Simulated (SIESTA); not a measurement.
**PbO (Litharge) under changes of volume**

One of the cells (20.339 Å³/atom); the others are scaled copies at fixed shape and fractional positions:

```
Pb O
1.0
     4.01642    0.00000    0.00000
     0.00000    4.01642    0.00000
     0.00000    0.00000    5.04318
Pb O
2 2
Direct
  0.50000 0.00000 0.76000
  0.00000 0.50000 0.24000
  0.50000 0.50000 0.00000
  0.00000 0.00000 0.00000
```

* Program: SIESTA 5.4.2
* Functional: PBEsol
* Potentials or basis: PseudoDojo 0.4 standard (PBEsol files)
* Basis: DZP (energy shift 0.003 Ry; two zetas on semicore shells)
* Grid cutoff: 800 Ry
* Energy shift: 0.003 Ry
* k mesh: 7 × 7 × 6
* Occupations: fermi-dirac, width 0.05 eV
* Spin: no spin polarisation

| volume (Å³/atom) | energy over the lowest point (meV/atom) | pressure (GPa) | gap on the mesh (eV) | largest force (eV/Å) |
| --- | --- | --- | --- | --- |
| 18.744 | 40.27 | 8.6 | 1.21 | 1.122 |
| 19.142 | 22.09 | 6.1 | 1.25 | 0.773 |
| 19.541 | 9.69 | 3.9 | 1.29 | 0.442 |
| 20.339 | 0.00 | 0.2 | 1.35 | 0.134 |
| 20.738 | 1.49 | -1.4 | 1.38 | 0.387 |
| 21.136 | ? | ? | ? | ? |

Task: What does the run at 21.136 Å³/atom give?

Result: Energy over the lowest point 6.71 meV/atom; pressure -2.8 GPa; gap on the mesh 1.40 eV; largest force 0.626 eV/Å.

Worked out: A Birch-Murnaghan fit of order 3 (a polynomial in V^(-2/3)) to the other rows has its minimum at 20.38 Å³/atom with B0 = V·E''(V) = 82 GPa and B' = 5.3 at fixed shape and positions, which overstates the stiffness. It gives 6.57 meV/atom at 21.136 Å³/atom, against the run's 6.71, and -dE/dV = -2.7 GPa, against -2.8. A straight line through the other rows of the gap, of slope 1.66 eV per unit of ln V, extrapolates to 1.41 eV, against the run's 1.40.

Energies are extrapolated to zero smearing.

Caveats: spin-orbit coupling is left out, which as a rule narrows the gap of such compounds by several tenths of an eV; an odd mesh through Γ misses points on the zone boundary, where band edges often lie; the basis of atomic orbitals isn't converged, which shifts pressures, moduli and gaps; forces of over 1 eV/Å show positions far from the minimum, so gaps and moduli don't describe the material at rest (some runs).
